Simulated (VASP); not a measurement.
## VASP 6.6.1 run: LiF

INCAR

```
NSW = 0
LREAL = .FALSE.
LWAVE = .FALSE.
NELM = 120
NBANDS = 12
ISIF = 2
ENCUT = 520
IBRION = -1
MAXMIX = 10
PREC = Accurate
LCHARG = .FALSE.
SIGMA = 0.01
EDIFF = 1E-7
ISMEAR = 0
LASPH = .FALSE.
ALGO = Normal
METAGGA = R2SCAN
```

KPOINTS

```
KPOINTS created by Atomic Simulation Environment
0
Gamma
10 10 10
0 0 0
```

POSCAR

```
Li F
 1.0000000000000000
     0.0000000000000000    2.1330296528999999    2.1446105497999999
     2.1330296528999999    0.0000000000000000    2.1446105497999999
     2.1330296528999999    2.1330296528999999    0.0000000000000000
 Li  F
   1   1
Cartesian
  0.0000000000000000  0.0000000000000000  0.0000000000000000
  1.0665148264500000  1.0665148264500000  1.0723052748999999
```

The recommended PBE PAW datasets give the neutral cell 10 valence electrons.

Command

```
mpirun -np 1 vasp_std
```

How does this run end, and what does it give?

It converged. Results: gap between bands v and c on the k mesh 8.82 eV; least direct gap on the k mesh 8.82 eV; pressure 0.3 GPa. Band v is the last that the valence electrons fill when counted band by band, and c is the next.

OSZICAR

```
N       E                     dE             d eps       ncg     rms          rms(c)
DAV:   1     0.297341300588E+02    0.29734E+02   -0.52557E+03  2504   0.848E+02
DAV:   2    -0.138579885524E+02   -0.43592E+02   -0.42682E+02  2988   0.193E+02
DAV:   3    -0.151668990282E+02   -0.13089E+01   -0.13035E+01  3260   0.296E+01
DAV:   4    -0.151854676095E+02   -0.18569E-01   -0.18567E-01  2896   0.401E+00
DAV:   5    -0.151857360833E+02   -0.26847E-03   -0.26847E-03  3348   0.383E-01    0.455E+00
DAV:   6    -0.117613277571E+02    0.34244E+01   -0.11983E+00  2728   0.713E+00    0.156E+00
DAV:   7    -0.117932485389E+02   -0.31921E-01   -0.46423E-01  2976   0.467E+00    0.129E+00
DAV:   8    -0.118952701785E+02   -0.10202E+00   -0.73449E-01  2604   0.608E+00    0.220E+00
DAV:   9    -0.118061481761E+02    0.89122E-01   -0.47793E-01  2572   0.448E+00    0.121E-01
DAV:  10    -0.118055531799E+02    0.59500E-03   -0.33975E-03  2736   0.572E-01    0.126E-01
DAV:  11    -0.118053656700E+02    0.18751E-03   -0.99584E-04  2812   0.235E-01    0.140E-02
DAV:  12    -0.118053474940E+02    0.18176E-04   -0.47306E-05  3168   0.585E-02    0.483E-03
DAV:  13    -0.118053413184E+02    0.61756E-05   -0.16547E-06  3056   0.106E-02    0.115E-03
DAV:  14    -0.118053403416E+02    0.97676E-06   -0.27456E-08  3044   0.180E-03    0.657E-04
DAV:  15    -0.118053404936E+02   -0.15201E-06   -0.20967E-08  1624   0.104E-03    0.234E-04
DAV:  16    -0.118053407501E+02   -0.25647E-06   -0.59823E-09  1452   0.637E-04    0.585E-05
DAV:  17    -0.118053407044E+02    0.45719E-07   -0.19680E-10  1384   0.119E-04
   1 F= -.11805341E+02 E0= -.11805341E+02  d E =-.232232E-93
```

Standard output (part)

```
POSCAR found type information on POSCAR LiF
 POSCAR found :  2 types and       2 ions
 LDA part: xc-table for (None), standard interpolation
 POSCAR, INCAR and KPOINTS ok, starting setup
 WAVECAR not read
 entering main loop
```

For comparison, a separate r²SCAN run of the intended cell, on usual settings and not on those above, gives a gap of 8.82 eV on its mesh and a pressure of 0.3 GPa.
